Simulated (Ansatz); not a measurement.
Results of r²SCAN (Ansatz, a program for electronic structure, plane waves, PAW) for cubic perovskite BaSnO3.

Settings: plane-wave cutoff 600 eV, 6×6×6 k mesh, scalar-relativistic PAW data made under PBE.

Cell (relaxed at this level):

```cif
data_BaO3Sn
_chemical_formula_sum 'Ba1 Sn1 O3'
_space_group_name_H-M_alt 'P 1'
_space_group_IT_number 1
_cell_length_a 4.13123
_cell_length_b 4.13123
_cell_length_c 4.13123
_cell_angle_alpha 90.000
_cell_angle_beta 90.000
_cell_angle_gamma 90.000
loop_
_space_group_symop_operation_xyz
  'x, y, z'
loop_
_atom_site_label
_atom_site_type_symbol
_atom_site_fract_x
_atom_site_fract_y
_atom_site_fract_z
_atom_site_occupancy
Ba1 Ba 0.00000 0.00000 0.00000 1
Sn1 Sn 0.50000 0.50000 0.50000 1
O1 O 0.50000 0.00000 0.50000 1
O2 O 0.00000 0.50000 0.50000 1
O3 O 0.50000 0.50000 0.00000 1
```

Problem. Give the computed Young modulus, elastic constant C11, polycrystal shear modulus (Hill average), Poisson ratio, elastic constant C44 and elastic constant C12.

Solution. 
- Young modulus: 253 GPa
- elastic constant C11: 292 GPa
- polycrystal shear modulus (Hill average): 103 GPa
- Poisson ratio: 0.234
- elastic constant C44: 104 GPa
- elastic constant C12: 91.4 GPa

Elastic constants are with the ions relaxed.

Spin–orbit coupling is not included.

The computed numbers hold no vibrational or temperature effects.

Computing time: very roughly 3 core-minutes.
